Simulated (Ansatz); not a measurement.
Starting cell, GeTe (alpha-GeTe type, space group R3m):

```yaml
crystal:
  lattice:
    - [4.22663, 2.44024, 7.27983]
    - [-2.11331, 1.22012, 3.63992]
    - [0.00000, -2.44024, 3.63992]
  atoms:
    - { symbol: Ge, position: [0.11712, 0.23423, 0.23423] }
    - { symbol: Ge, position: [0.61712, 0.23423, 0.23423] }
    - { symbol: Te, position: [0.38288, 0.76577, 0.76577] }
    - { symbol: Te, position: [0.88288, 0.76577, 0.76577] }
```

In each cell atom 3 (Te, nearest neighbour Ge at 2.852 Å; its periodic images, 4.2 Å or more away, move with it) moves by s·(0.577, 0.577, 0.577) (along Cartesian [111]), the rest being held.

The numbers are results of PBE (plane waves to 420 eV, PAW, scalar-relativistic; Ansatz, a quantum-chemistry and plane-wave program), not measurements. k mesh 4×8×8 (Γ-centred), Fermi-Dirac smearing 0.05 eV. The energy includes the smearing's −TS. GeTe was relaxed with its symmetry unable to fall. Spin-orbit coupling is left out, though Te is heavy. ΔE is measured from the undisplaced structure.

```
s (Å)   ΔE (meV/cell)
------  -------------
-0.570            507
-0.456            337
-0.342            200
-0.228             95
-0.114             26
0.000               0
0.114              27
0.228             119
0.342             285
0.456             538
0.570             888
```

Problem. What force constant k = d²E/ds² at s = 0 does the table give?

Solution. 4.1 eV/Å². It is the second difference of the nearest points, corrected with the next pair.

Problem. With k = 4.07 eV/Å² from the forces, is the well harmonic out to s = 0.570 Å?

Solution. ½ks² = 661 meV/cell against the computed 888 meV/cell, so the well is stiffer than harmonic there.

(For displaced atoms, the force is minus the slope of the energy, and its curvature is a force constant, which sets phonon frequencies.)
